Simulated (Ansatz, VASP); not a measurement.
# Two plane-wave programs on BAs

Contents of POSCAR:

```
BAs
1.0
    0.0000000000      2.3918676038      2.3918676038
    2.4987840856      0.0000000000      2.3918676038
    2.4987840856      2.3918676038      0.0000000000
B As
1 1
Direct
    0.0000000000      0.0000000000      0.0000000000
    0.2500000000      0.2500000000      0.2500000000
```

File INCAR.step1:

```
SYSTEM = BAs
ALGO = Normal
EDIFF = 1E-5
ENCUT = 520
GGA = PE
ISIF = 2
ISMEAR = 0
LASPH = .TRUE.
LCHARG = .FALSE.
LREAL = .FALSE.
LWAVE = .TRUE.
NBANDS = 11
NELM = 100
PREC = Accurate
SIGMA = 0.01
```

The input INCAR.step2:

```
SYSTEM = BAs
ALGO = Normal
EDIFF = 1E-6
ENCUT = 520
GGA = PE
HFSCREEN = 0.2079
ISIF = 2
ISMEAR = 0
ISTART = 1
LASPH = .TRUE.
LCHARG = .FALSE.
LHFCALC = .TRUE.
LREAL = .FALSE.
LWAVE = .FALSE.
NBANDS = 11
NELM = 100
PREC = Accurate
PRECFOCK = Normal
SIGMA = 0.01
```

Contents of KPOINTS:

```
k-points
0
G
  6 6 6
  0 0 0
```

Input for Ansatz:

```yaml
crystal:
  lattice:
    - [0.0, 2.3918676038, 2.3918676038]
    - [2.4987840856, 0.0, 2.3918676038]
    - [2.4987840856, 2.3918676038, 0.0]
  atoms:
    - { symbol: B, position: [0.0, 0.0, 0.0] }
    - { symbol: As, position: [0.25, 0.25, 0.25] }
kpoints:
  mp_grid: { grid: [6, 6, 6] }
  band_path:
    path:
      - [0.0, 0.0, 0.0]
      - [-0.5, -0.5, 0.0]
      - [-0.375, -0.375, 0.25]
      - [-0.375, 0.0, 0.375]
      - [0.0, 0.0, 0.5]
      - [-0.5, -0.25, 0.25]
      - [0.0, 0.4, 0.4]
    npoints: 1
hamiltonian:
  xc: hse06
scf:
  occupations: { method: fixed }
  n_extra_bands: 4
output:
  forces: true
  stress: true
  eigenvalues: true
```

Change from the starting cell: uniaxial_x strain +4.5%.

Alike in both runs: task single point; functional HSE06; k mesh 6 × 6 × 6; no spin polarisation.

|  | VASP | Ansatz |
| --- | --- | --- |
| version | VASP 6.6.1 | Ansatz 0.2.0 |
| potentials or method | VASP PAW PBE potentials, release 64 (B, As) | plane waves, PAW |
| plane-wave cutoff (eV) | 520 | 420 |
| occupations | gaussian, width 0.01 eV | fixed |
| valence electrons in the cell | 8 | 18 |

|  | VASP | Ansatz | Ansatz less VASP |
| --- | --- | --- | --- |
| gap on the k mesh at the Fermi level (eV) | 1.65 | 1.64 | -0.010 |
| pressure (GPa) | -6.9 | -6.7 | +0.16 |
| largest component of the traceless stress (GPa) | 6.62 | 6.62 | -0.002 |

The two sets of potentials don't hold the same shells in valence. Ansatz warned: «stress_exchange_threshold_loose».

Caveats: the PAW data sets were made with another functional, which shifts forces and pressure a little (VASP). A k mesh can miss the band edges.
